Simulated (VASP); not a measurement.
# ZnS (Wurtzite-2H) (P6_3mc) in VASP: a series of runs

Runs on ZnS (Wurtzite-2H). Level: HSE06. Tasks: single point.

All numbers are computed with VASP 6.6.1; they aren't measurements. Logs are shortened: lines on timing, memory, paths and dates and some standing lists are left out, and cuts for length are marked.

## (1) The structure

Symmetry: P6_3mc, No. 186, hexagonal system. Conventional cell: a = 3.811 Å, b = 3.811 Å, c = 6.234 Å, α = 90.00°, β = 90.00°, γ = 120.00°. Zn (site symmetry 3m) has 4 S at 2.31 to 2.40 Å as nearest neighbours. S (site symmetry 3m) has 4 Zn at 2.31 to 2.40 Å as nearest neighbours.

## (2) Single point, HSE06

POSCAR reads:

```
ZnS
1.0
    3.8110000000      0.0000000000      0.0000000000
   -1.9055000000      3.3004228138      0.0000000000
    0.0000000000      0.0000000000      6.2340000000
Zn S
2 2
Direct
    0.6666666667      0.3333333333      0.5000000000
    0.3333333333      0.6666666667      0.0000000000
    0.6666666667      0.3333333333      0.8850000000
    0.3333333333      0.6666666667      0.3850000000
```

INCAR.step1 reads:

```
ALGO = Normal ; EDIFF = 1E-5
ENCUT = 250 ; GGA = PE
ISIF = 2 ; ISMEAR = 0
LASPH = True ; LCHARG = False
LREAL = False ; LWAVE = True
NBANDS = 26 ; NELM = 100
NKRED = 1 ; PREC = Accurate
SIGMA = 0.01
```

INCAR.step2 reads:

```
ALGO = Normal ; EDIFF = 1E-6
ENCUT = 250 ; GGA = PE
HFSCREEN = 0.2 ; ISIF = 2
ISMEAR = 0 ; ISTART = 1
LASPH = True ; LCHARG = False
LHFCALC = True ; LREAL = False
LWAVE = False ; NBANDS = 26
NELM = 100 ; NKRED = 1
PREC = Accurate ; PRECFOCK = Fast
SIGMA = 0.01
```

KPOINTS reads:

```
k-points
0
Gamma
  6 6 3
```

Potentials or basis: VASP PAW PBE potentials, release 64 (Zn, S).

The run is started by

```
$ cat potpaw_PBE.64/Zn/POTCAR potpaw_PBE.64/S/POTCAR > POTCAR
$ cp INCAR.step1 INCAR
$ mpirun -np 1 vasp_std > vasp.out
$ cp INCAR.step2 INCAR
$ mpirun -np 1 vasp_std > vasp.out
```

OUTCAR:

```text
EDIFF = 1E-6
   ENCUT = 250
   GGA = PE
   HFSCREEN = 0.2
   ISIF = 2
   ISMEAR = 0
   ISTART = 1
   LASPH = True
   LHFCALC = True
   LREAL = False
   NELM = 100
   NKRED = 1
   PREC = Accurate
   PRECFOCK = Fast

 Found     14 irreducible k-points:

 Following reciprocal coordinates:
            Coordinates               Weight
  0.000000  0.000000  0.000000      1.000000
  0.166667 -0.000000  0.000000      6.000000
  0.333333  0.000000  0.000000      6.000000
  0.500000  0.000000  0.000000      3.000000
  0.166667  0.166667  0.000000      6.000000
  0.333333  0.166667  0.000000     12.000000
   k-points           NKPTS =     14   k-points in BZ     NKDIM =    108   number of bands    NBANDS=     26
   number of dos      NEDOS =    301   number of ions     NIONS =      4
   total plane-waves  NPLWV =  12800
   dimension x,y,z NGX =    20 NGY =   20 NGZ =   32
   dimension x,y,z NGXF=    40 NGYF=   40 NGZF=   64
   ions per type =               2   2
   NGX,Y,Z   is equivalent  to a cutoff of   8.72,  8.72,  8.53 a.u.
   NGXF,Y,Z  is equivalent  to a cutoff of  17.45, 17.45, 17.07 a.u.
 SYSTEM =  unknown system
   PREC   = accura    normal or accurate (medium, high low for compatibility)
   ISTART =      1    job   : 0-new  1-cont  2-samecut
   ICHARG =      0    charge: 1-file 2-atom 10-const
   ISPIN  =      1    spin polarized calculation?
   LNONCOLLINEAR =      F non collinear calculations
   LSORBIT =      F    spin-orbit coupling
   LASPH  =      T    aspherical Exc in radial PAW
   ENCUT  =  250.0 eV  18.37 Ry    4.29 a.u.   4.91  4.91  8.04*2*pi/ulx,y,z
   NELM   =    100;   NELMIN=  2; NELMDL=  0     # of ELM steps
   EDIFF  = 0.1E-05   stopping-criterion for ELM
   LREAL  =      F    real-space projection
   EDIFFG = 0.1E-04   stopping-criterion for IOM
   NSW    =      0    number of steps for IOM
   IBRION =     -1    ionic relax: 0-MD 1-quasi-New 2-CG
   NFREE  =      0    steps in history (QN), initial steepest desc. (CG)
   ISIF   =      2    stress and relaxation
   ISYM   =      3    0-nonsym 1-usesym 2-fastsym
   POTIM  = 0.5000    time-step for ionic-motion
   TEBEG  =    0.0;   TEEND  =   0.0 temperature during run
   PSTRESS=    0.0 pullay stress
   NELECT =      36.0000    total number of electrons
   NUPDOWN=      -1.0000    fix difference up-down
   EMIN   =  10.00;   EMAX   =-10.00  energy-range for DOS
   EFERMI =   0.00;   METHOD = LEGACY
   ISMEAR =     0;   SIGMA  =   0.01  broadening in eV -4-tet -1-fermi 0-gaus
   EFERMI_NEDOS =   21; number of points for ismear=-14 and -15
   IALGO  =     38    algorithm
   IMIX   =      1    mixing-type and parameters
     AMIX     =   0.40;   BMIX     =  1.00
     AMIX_MAG =   1.60;   BMIX_MAG =  1.00
  volume/ion in A,a.u.               =      19.60       132.29
  Fermi-wavevector in a.u.,A,eV,Ry     =   1.262943  2.386617 21.701647  1.595026
  Thomas-Fermi vector in A             =   2.396326
   LORBIT       =      0    0 simple, 1 ext, 2 COOP (PROOUT), +10 PAW based schemes
   GGA     = PE    functional components
   LHFCALC =     T    Hartree Fock is set to
   PRECFOCK=fast      Normal, Fast or Accurate (Low or Medium for compatibility)
   ENCUT4O =  -1.0   cutoff for four orbital integrals eV
   NKREDX  =     1    reduce k-point grid by
   NKREDY  =     1    reduce k-point grid by
   NKREDZ  =     1    reduce k-point grid by
   AEXX    =    0.2500 exact exchange contribution
   HFSCREEN=    0.2000 screening length (either q_TF or 0.3 A-1)
   HFSCREENC=   0.2000 screening length for correlation (either q_TF or 0.3 A-1)
   ENCUTFOCK=  -1.0 apply spherical cutoff to Coloumb kernel
   IVDW    =     0    specifies the selected vdW correction
   LEPSILON=     F    determine dielectric tensor
   LRPA    =     F    only Hartree local field effects (RPA)
 non-spin polarized calculation
 Gauss-broadening in eV      SIGMA  =   0.01
  energy-cutoff  :      250.00
  volume of cell :       78.41
 maximum number of plane-waves:       717
 NGX is ok and might be reduce to    20
  NGX = 12; NGY = 12; NGZ = 20

 number of electron      35.9999837 magnetization

 Free energy of the ion-electron system (eV)
  ---------------------------------------------------
  ext. energy  EPLUGINS =         0.00000000
  ---------------------------------------------------
  free energy    TOTEN  =       -16.68088499 eV

  energy without entropy =      -16.68088499  energy(sigma->0) =      -16.68088499

 E-fermi :   1.5660     XC(G=0):  -7.9749

 val. band max:        1.4430683678   @ k =   0.0000   0.0000   0.0000
 cond. band min:       4.9136095049   @ k =   0.0000   0.0000   0.0000
 fundamental gap:      3.4705411371
 Fermi energy:         1.5659964761

 k-point     1 :       0.0000    0.0000    0.0000
  band No.  band energies     occupation
      1     -12.9627      2.00000
      2     -11.9808      2.00000
      3      -6.5044      2.00000
      4      -6.5040      2.00000
      5      -6.4520      2.00000
      6      -6.4411      2.00000
[... 18 lines left out ...]
     25      10.4662      0.00000
     26      12.1778      0.00000

 k-point     2 :       0.1667   -0.0000    0.0000
  band No.  band energies     occupation
      1     -12.7635      2.00000
      2     -11.8721      2.00000
      3      -6.4890      2.00000
      4      -6.4651      2.00000
      5      -6.4231      2.00000
      6      -6.3968      2.00000
[... 18 lines left out ...]
     25      10.9614      0.00000
[... 86 lines left out ...]
     25      11.5157      0.00000
     26      11.7955      0.00000

 k-point     6 :       0.3333    0.1667    0.0000
  band No.  band energies     occupation
      1     -11.9823      2.00000
      2     -11.6258      2.00000
      3      -6.4145      2.00000
      4      -6.3547      2.00000
      5      -6.2440      2.00000
      6      -6.2205      2.00000
[... 18 lines left out ...]
     25      11.9310      0.00000
     26      12.6559      0.00000

 [... further k-points ...]

------------------------ aborting loop because EDIFF is reached ----------------------------------------

  FORCE on cell =-STRESS in cart. coord.  units (eV):
  Direction    XX          YY          ZZ          XY          YZ          ZX
  --------------------------------------------------------------------------------------
  -------------------------------------------------------------------------------------
  Total       -1.1223190     -1.1223190     -2.0975399      0.0000000     -0.0000000      0.0000000
  in kB      -22.9325087    -22.9325087    -42.8593397      0.0000000     -0.0000000      0.0000000
  external PRESSURE =     -29.5747857 kB  Pullay stress =       0.0000000 kB

 VOLUME and BASIS-vectors are now :
 -----------------------------------------------------------------------------
  energy-cutoff  :      250.00
  volume of cell :       78.41
      direct lattice vectors                 reciprocal lattice vectors
     3.811000000  0.000000000  0.000000000     0.262398321  0.151495741  0.000000000
    -1.905500000  3.300422814  0.000000000     0.000000000  0.302991482  0.000000000
     0.000000000  0.000000000  6.234000000     0.000000000  0.000000000  0.160410651

 POSITION                                       TOTAL-FORCE (eV/Angst)
 -----------------------------------------------------------------------------------
      1.90550      1.10014      3.11700         0.000000     -0.000000      0.323940
     -0.00000      2.20028      0.00000        -0.000000      0.000000      0.323940
      1.90550      1.10014      5.51709        -0.000000      0.000000     -0.323940
     -0.00000      2.20028      2.40009         0.000000      0.000000     -0.323940
 -----------------------------------------------------------------------------------
    total drift:                               -0.000004     -0.000003     -0.001900

  FREE ENERGIE OF THE ION-ELECTRON SYSTEM (eV)
  ---------------------------------------------------
  free  energy   TOTEN  =       -16.6808849936 eV

  energy  without entropy=      -16.6808849936  energy(sigma->0) =      -16.68088499
```

OUTCAR.step1:

```text
EDIFF = 1E-5
   ENCUT = 250
   GGA = PE
   ISIF = 2
[... 289 lines left out ...]
      1.90550      1.10014      3.11700        -0.000000     -0.000000      0.320282
     -0.00000      2.20028      0.00000        -0.000000      0.000000      0.320282
      1.90550      1.10014      5.51709        -0.000000      0.000000     -0.320282
     -0.00000      2.20028      2.40009         0.000000      0.000000     -0.320282
 -----------------------------------------------------------------------------------
    total drift:                               -0.000004     -0.000006     -0.001829

  FREE ENERGIE OF THE ION-ELECTRON SYSTEM (eV)
  ---------------------------------------------------
  free  energy   TOTEN  =       -13.5864724783 eV

  energy  without entropy=      -13.5864724783  energy(sigma->0) =      -13.58647248
```

OSZICAR.step1:

```text
N       E                     dE             d eps       ncg     rms          rms(c)
DAV:   1     0.167623048554E+03    0.16762E+03   -0.11342E+04   728   0.960E+02
DAV:   2    -0.104307356258E+01   -0.16867E+03   -0.16197E+03   798   0.243E+02
DAV:   3    -0.142662152243E+02   -0.13223E+02   -0.13140E+02   860   0.736E+01
DAV:   4    -0.144558779572E+02   -0.18966E+00   -0.18950E+00   846   0.921E+00
DAV:   5    -0.144583319151E+02   -0.24540E-02   -0.24538E-02   860   0.988E-01    0.100E+01
DAV:   6    -0.135905053431E+02    0.86783E+00   -0.17709E+00  1050   0.340E+01    0.754E+00
DAV:   7    -0.135918551085E+02   -0.13498E-02   -0.12170E+00   762   0.554E+00    0.365E+00
DAV:   8    -0.135857505979E+02    0.61045E-02   -0.37971E-02   874   0.211E+00    0.860E-01
DAV:   9    -0.135860744714E+02   -0.32387E-03   -0.10272E-02   868   0.144E+00    0.211E-01
DAV:  10    -0.135862309046E+02   -0.15643E-03   -0.81879E-04   816   0.306E-01    0.113E-01
DAV:  11    -0.135864753132E+02   -0.24441E-03   -0.38792E-04   760   0.109E-01    0.578E-02
DAV:  12    -0.135864724783E+02    0.28349E-05   -0.48826E-06   626   0.207E-02
   1 F= -.13586472E+02 E0= -.13586472E+02  d E =-.547487E-53
```

It took 12 min on 1 thread of Intel Xeon Platinum 8488C (Sapphire Rapids), shared host; peak memory 0.24 GiB.

The run converged, but a check on its numbers failed (symmetry, net force, bounds or a known fault of this set-up), so they aren't taken as properties of the crystal.

Caveat: the cutoff lies under the usual one of these potentials, so the numbers hold a large basis-set error; the PAW data sets were made with another functional, which shifts forces and pressure a little.

## (3) Single point, HSE06

POSCAR is that of step 2.

INCAR.step1, as its differences from that of step 2:

```diff
@@ -1,3 +1,3 @@
 ALGO = Normal ; EDIFF = 1E-5
-ENCUT = 250 ; GGA = PE
+ENCUT = 300 ; GGA = PE
 ISIF = 2 ; ISMEAR = 0
```

INCAR.step2, as its differences from that of step 2:

```diff
@@ -1,3 +1,3 @@
 ALGO = Normal ; EDIFF = 1E-6
-ENCUT = 250 ; GGA = PE
+ENCUT = 300 ; GGA = PE
 HFSCREEN = 0.2 ; ISIF = 2
```

KPOINTS is that of step 2.

Potentials or basis: VASP PAW PBE potentials, release 64 (Zn, S).

The run is started by

```
$ cat potpaw_PBE.64/Zn/POTCAR potpaw_PBE.64/S/POTCAR > POTCAR
$ cp INCAR.step1 INCAR
$ mpirun -np 1 vasp_std > vasp.out
$ cp INCAR.step2 INCAR
$ mpirun -np 1 vasp_std > vasp.out
```

OUTCAR:

```text
EDIFF = 1E-6
   ENCUT = 300
   GGA = PE
   HFSCREEN = 0.2
   ISIF = 2
   ISMEAR = 0
   ISTART = 1
   LASPH = True
   LHFCALC = True
   LREAL = False
   NELM = 100
   NKRED = 1
   PREC = Accurate
   PRECFOCK = Fast

 Found     14 irreducible k-points:

 Following reciprocal coordinates:
            Coordinates               Weight
  0.000000  0.000000  0.000000      1.000000
  0.166667 -0.000000  0.000000      6.000000
  0.333333  0.000000  0.000000      6.000000
  0.500000  0.000000  0.000000      3.000000
  0.166667  0.166667  0.000000      6.000000
  0.333333  0.166667  0.000000     12.000000
   k-points           NKPTS =     14   k-points in BZ     NKDIM =    108   number of bands    NBANDS=     26
   number of dos      NEDOS =    301   number of ions     NIONS =      4
   total plane-waves  NPLWV =  20736
   dimension x,y,z NGX =    24 NGY =   24 NGZ =   36
   dimension x,y,z NGXF=    48 NGYF=   48 NGZF=   72
   ions per type =               2   2
   NGX,Y,Z   is equivalent  to a cutoff of  10.47, 10.47,  9.60 a.u.
   NGXF,Y,Z  is equivalent  to a cutoff of  20.94, 20.94, 19.20 a.u.
 SYSTEM =  unknown system
   PREC   = accura    normal or accurate (medium, high low for compatibility)
   ISTART =      1    job   : 0-new  1-cont  2-samecut
   ICHARG =      0    charge: 1-file 2-atom 10-const
   ISPIN  =      1    spin polarized calculation?
   LNONCOLLINEAR =      F non collinear calculations
   LSORBIT =      F    spin-orbit coupling
   LASPH  =      T    aspherical Exc in radial PAW
   ENCUT  =  300.0 eV  22.05 Ry    4.70 a.u.   5.38  5.38  8.80*2*pi/ulx,y,z
   NELM   =    100;   NELMIN=  2; NELMDL=  0     # of ELM steps
   EDIFF  = 0.1E-05   stopping-criterion for ELM
   LREAL  =      F    real-space projection
   EDIFFG = 0.1E-04   stopping-criterion for IOM
   NSW    =      0    number of steps for IOM
   IBRION =     -1    ionic relax: 0-MD 1-quasi-New 2-CG
   NFREE  =      0    steps in history (QN), initial steepest desc. (CG)
   ISIF   =      2    stress and relaxation
   ISYM   =      3    0-nonsym 1-usesym 2-fastsym
   POTIM  = 0.5000    time-step for ionic-motion
   TEBEG  =    0.0;   TEEND  =   0.0 temperature during run
   PSTRESS=    0.0 pullay stress
[... 18 lines left out ...]
   NKREDX  =     1    reduce k-point grid by
   NKREDY  =     1    reduce k-point grid by
   NKREDZ  =     1    reduce k-point grid by
   AEXX    =    0.2500 exact exchange contribution
   HFSCREEN=    0.2000 screening length (either q_TF or 0.3 A-1)
   HFSCREENC=   0.2000 screening length for correlation (either q_TF or 0.3 A-1)
   ENCUTFOCK=  -1.0 apply spherical cutoff to Coloumb kernel
   IVDW    =     0    specifies the selected vdW correction
   LEPSILON=     F    determine dielectric tensor
   LRPA    =     F    only Hartree local field effects (RPA)
 non-spin polarized calculation
 Gauss-broadening in eV      SIGMA  =   0.01
  energy-cutoff  :      300.00
  volume of cell :       78.41
 maximum number of plane-waves:       941
 NGX is ok and might be reduce to    24
  NGX = 14; NGY = 14; NGZ = 24

 number of electron      35.9999890 magnetization

 Free energy of the ion-electron system (eV)
  ---------------------------------------------------
  ext. energy  EPLUGINS =         0.00000000
  ---------------------------------------------------
  free energy    TOTEN  =       -16.73734420 eV

  energy without entropy =      -16.73734420  energy(sigma->0) =      -16.73734420

 E-fermi :   1.5627     XC(G=0):  -7.9765

 val. band max:        1.4471954064   @ k =   0.0000   0.0000   0.0000
 cond. band min:       4.9170266028   @ k =   0.0000   0.0000   0.0000
 fundamental gap:      3.4698311964
 Fermi energy:         1.5627198141

 k-point     1 :       0.0000    0.0000    0.0000
  band No.  band energies     occupation
      1     -12.9594      2.00000
      2     -11.9743      2.00000
      3      -6.4202      2.00000
      4      -6.4202      2.00000
      5      -6.3667      2.00000
      6      -6.3565      2.00000
[... 163 lines left out ...]
     25      11.9106      0.00000
     26      12.6393      0.00000

 [... further k-points ...]

------------------------ aborting loop because EDIFF is reached ----------------------------------------

  FORCE on cell =-STRESS in cart. coord.  units (eV):
  Direction    XX          YY          ZZ          XY          YZ          ZX
  --------------------------------------------------------------------------------------
  -------------------------------------------------------------------------------------
  Total        1.0619246      1.0619246     -0.0194684      0.0000000     -0.0000000      0.0000000
  in kB       21.6984618     21.6984618     -0.3978011      0.0000000     -0.0000000      0.0000000
  external PRESSURE =      14.3330409 kB  Pullay stress =       0.0000000 kB

 VOLUME and BASIS-vectors are now :
 -----------------------------------------------------------------------------
  energy-cutoff  :      300.00
  volume of cell :       78.41
      direct lattice vectors                 reciprocal lattice vectors
     3.811000000  0.000000000  0.000000000     0.262398321  0.151495741  0.000000000
    -1.905500000  3.300422814  0.000000000     0.000000000  0.302991482  0.000000000
     0.000000000  0.000000000  6.234000000     0.000000000  0.000000000  0.160410651

 POSITION                                       TOTAL-FORCE (eV/Angst)
 -----------------------------------------------------------------------------------
      1.90550      1.10014      3.11700         0.000000      0.000000      0.325550
     -0.00000      2.20028      0.00000        -0.000000     -0.000000      0.325550
      1.90550      1.10014      5.51709        -0.000000      0.000000     -0.325550
     -0.00000      2.20028      2.40009         0.000000      0.000000     -0.325550
 -----------------------------------------------------------------------------------
    total drift:                                0.000000      0.000001     -0.004784

  FREE ENERGIE OF THE ION-ELECTRON SYSTEM (eV)
  ---------------------------------------------------
  free  energy   TOTEN  =       -16.7373442029 eV

  energy  without entropy=      -16.7373442029  energy(sigma->0) =      -16.73734420
```

OSZICAR.step1:

```text
N       E                     dE             d eps       ncg     rms          rms(c)
DAV:   1     0.194391950612E+03    0.19439E+03   -0.12613E+04   728   0.115E+03
DAV:   2     0.331899618468E+01   -0.19107E+03   -0.18218E+03   772   0.271E+02
DAV:   3    -0.141596383905E+02   -0.17479E+02   -0.17336E+02   870   0.884E+01
DAV:   4    -0.144951332293E+02   -0.33549E+00   -0.33496E+00   836   0.127E+01
DAV:   5    -0.144999034807E+02   -0.47703E-02   -0.47698E-02   864   0.147E+00    0.996E+00
DAV:   6    -0.136566461821E+02    0.84326E+00   -0.16104E+00  1100   0.347E+01    0.761E+00
DAV:   7    -0.136486913532E+02    0.79548E-02   -0.12082E+00   772   0.606E+00    0.343E+00
DAV:   8    -0.136417336250E+02    0.69577E-02   -0.35787E-02   890   0.170E+00    0.932E-01
DAV:   9    -0.136421976015E+02   -0.46398E-03   -0.91492E-03   952   0.124E+00    0.227E-01
DAV:  10    -0.136423430100E+02   -0.14541E-03   -0.57934E-04   840   0.319E-01    0.946E-02
DAV:  11    -0.136425573295E+02   -0.21432E-03   -0.33639E-04   770   0.131E-01    0.583E-02
DAV:  12    -0.136425562718E+02    0.10577E-05   -0.18369E-05   712   0.523E-02
   1 F= -.13642556E+02 E0= -.13642556E+02  d E =-.267407E-44
```

It took 21 min on 1 thread of Intel Xeon Platinum 8488C (Sapphire Rapids), shared host; peak memory 0.26 GiB.

These settings aren't checked as converged: the numbers below hold their error.

Results:

```
Free energy            : -16.7373 eV
Largest force          : 0.326 eV/Å
Band gap on the k mesh : 3.47 eV, direct
```

Caveat: the cutoff is under 1.25 times the usual one of these potentials, so pressure, stress and relaxed cells hold a basis-set (Pulay) error; the PAW data sets were made with another functional, which shifts forces and pressure a little.

(Part 1 of 2 ends here.)
